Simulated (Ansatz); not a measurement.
## A computed series for Li3N: pressure series

The reference is Li₃N (space group P6/mmm, No. 191; a = 3.6071 Å, c = 3.8446 Å).

Cell and atoms are relaxed at each pressure.

Method: Ansatz (a quantum-chemistry and plane-wave program), PBEsol, PAW, cutoff 420 eV, no SOC.

```
case              smallest direct gap    gap character  shortest interatomic distance  band gap
----------------  -------------------  ---------------  -----------------------------  --------
base                          1.29 eV  indirect, A → Γ                        1.922 Å   1.09 eV
pressure −2 GPa               1.18 eV  indirect, A → Γ                        1.948 Å   0.98 eV
pressure −1 GPa               1.24 eV  indirect, A → Γ                        1.935 Å   1.04 eV
pressure 0.3 GPa              1.31 eV  indirect, A → Γ                        1.919 Å   1.10 eV
pressure 0.7 GPa              1.33 eV  indirect, A → L                        1.914 Å   1.11 eV
pressure 1.5 GPa              1.37 eV  indirect, A → L                        1.905 Å   1.10 eV
pressure 3 GPa                1.44 eV  indirect, A → L                        1.890 Å   1.09 eV
pressure 5 GPa                1.53 eV  indirect, A → L                        1.871 Å   1.07 eV
pressure 7.5 GPa              1.64 eV  indirect, A → L                        1.851 Å   1.06 eV
pressure 10 GPa               1.69 eV  indirect, A → L                        1.832 Å   1.04 eV
```

Load acts through the strain it causes; cell and atoms are relaxed under it. Whether these cells are dynamically stable was not tested. Competing high-pressure phases were not computed.
